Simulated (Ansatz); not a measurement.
# CoO: the cost of one run

Computed with Ansatz 0.2.0 (DFT PBEsol, scalar-relativistic, plane waves, PAW, unless a step's input says otherwise).

1 further run of the same task is left out (set aside as unsound or not needed).

### Step 1. The system as given

It takes space group Fm-3m (No. 225, cubic). Conventional cell: a = 4.204 Å, b = 4.204 Å, c = 4.204 Å, α = 90.00°, β = 90.00°, γ = 90.00°. Around Ti (site symmetry m-3m) lie 6 N at 2.10 Å. N (site symmetry m-3m) has 6 Ti at 2.10 Å in its first shell of neighbours.

As a file:

```cif
data_structure
_symmetry_space_group_name_H-M 'P 1'
_symmetry_Int_Tables_number 1
_cell_length_a 2.9726
_cell_length_b 2.9726
_cell_length_c 2.9726
_cell_angle_alpha 60.000
_cell_angle_beta 60.000
_cell_angle_gamma 60.000
_cell_volume 18.57
loop_
_atom_site_label
_atom_site_type_symbol
_atom_site_fract_x
_atom_site_fract_y
_atom_site_fract_z
_atom_site_occupancy
Ti1 Ti 0.00000 0.00000 0.00000 1
N1 N 0.50000 0.50000 0.50000 1
```

This cell was relaxed beforehand with the same method: volume 9.29 Å³/atom, gap on the mesh none (metal).

The bulk reference comes from a run made before at the same settings: -1428.1125 eV/atom.

### Step 2. CoO strained to the base's plane

The (100) plane of CoO is fitted to the (100) plane of TiN, a strain of +0.9 % along x and +0.9 % along y; the third vector and the atoms relax.

The input, input.yaml:

```yaml
crystal:
  lattice:
    - [2.9726300482, 0.0, 0.0]
    - [0.0, 2.9726300482, 0.0]
    - [1.4863150241, 1.4863150241, 2.0614583552]
  atoms:
    - { symbol: Co, position: [0.0, 0.0, 0.0], spin: 2.57 }
    - { symbol: O, position: [0.5, 0.5, 0.0], spin: 0.32 }
basis:
  ecutwfc: 420
kpoints:
  mp_grid: { grid: [12, 12, 17] }
hamiltonian:
  xc: pbesol
scf:
  occupations: { method: gaussian, width: 0.1 }
output:
  forces: true
  stress: true
  eigenvalues: true
  populations: true
magnetization:
  spin_polarized: true
relax:
  adjacent_minimum: "off"
  f_tol: 0.01
  max_steps: 50
  cell: { fix: [a, b, gamma], stress_tol: 0.1 }
```

Run with:

```
> ansatz run input.yaml --threads 2 --pin off --max-ram 5120MiB --backend cpu --events-out ev --progress --plain --runs-dir out
```

What time and memory should one allow on 2 threads of Arm Neoverse V2, shared host?

About 4 min, with a peak of 0.67 GiB.
